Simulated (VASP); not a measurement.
Write the native input for VASP 6.6.1 that does the following.

```
Task                               : band structure
Functional                         : PBEsol
Potentials or basis                : VASP PAW PBE potentials, release 64 (Si, C)
Cutoff                             : 520 eV
k mesh                             : 6 × 6 × 2
Occupations                        : gaussian, width 0.03 eV
Spin                               : no spin polarisation
Grid for exact exchange (PRECFOCK) : Fast
Further INCAR settings             : ALGO = Normal; EDIFF = 1e-07; NBANDS = 26
```

The structure of SiC lies in POSCAR:

```
SiC                                     
1.0
    3.0789830383      0.0000000000      0.0000000000
   -1.5394915141      2.6664775308      0.0000000000
    0.0000000000      0.0000000000     10.0795947984
  Si              C             
     4     4
Direct
     0.6666666699999979    0.3333333300000021    0.9378313346318308
     0.3333333300000021    0.6666666699999979    0.4378313346318308
     0.0000000000000000    0.0000000000000000    0.6878993575492487
     0.0000000000000000    0.0000000000000000    0.1878993575492487
     0.6666666699999979    0.3333333300000021    0.7498119035619695
     0.3333333300000021    0.6666666699999979    0.2498119035619695
     0.0000000000000000    0.0000000000000000    0.5004564042569584
     0.0000000000000000    0.0000000000000000    0.0004564042569584
```

The cell is a database's computed one.

One way to write it, as run:

INCAR

```
SYSTEM = SiC
ALGO = Normal
EDIFF = 1E-7
ENCUT = 520
GGA = PS
ISIF = 2
ISMEAR = 0
KPAR = 8
LASPH = .TRUE.
LCHARG = .FALSE.
LREAL = .FALSE.
LWAVE = .FALSE.
NBANDS = 26
NELM = 80
PREC = Accurate
SIGMA = 0.03
```

KPOINTS

```
k-points
0
G
  6 6 2
  0 0 0
```

KPOINTS_OPT

```
explicit points
6
Reciprocal
 0.0000000000  0.0000000000  0.0000000000 1
 0.0000000000  0.0000000000  0.5000000000 1
 0.3333333333  0.3333333333  0.5000000000 1
 0.3333333333  0.3333333333  0.0000000000 1
 0.5000000000  0.0000000000  0.5000000000 1
 0.5000000000  0.0000000000  0.0000000000 1
```

Potentials or basis: VASP PAW PBE potentials, release 64 (Si, C).

The run is started by

```console
$ cat potpaw_PBE.64/Si/POTCAR potpaw_PBE.64/C/POTCAR > POTCAR
$ mpirun -np 8 vasp_std > vasp.out
```

Results of the run:

```
Pressure                : 0.2 GPa
Largest force           : 0.009 eV/Å
Band gap on the k mesh  : 2.11 eV, indirect (least direct gap 3.23 eV)
Band gap along the path : 2.11 eV, indirect (least direct gap 3.23 eV)
```

Caveat: the PAW data sets were made with another functional, which shifts forces and pressure a little.

Wall time 12 s on 8 MPI ranks on AMD EPYC 7R13 Processor (Zen 3) (shared host), peak memory 0.21 GiB a rank.
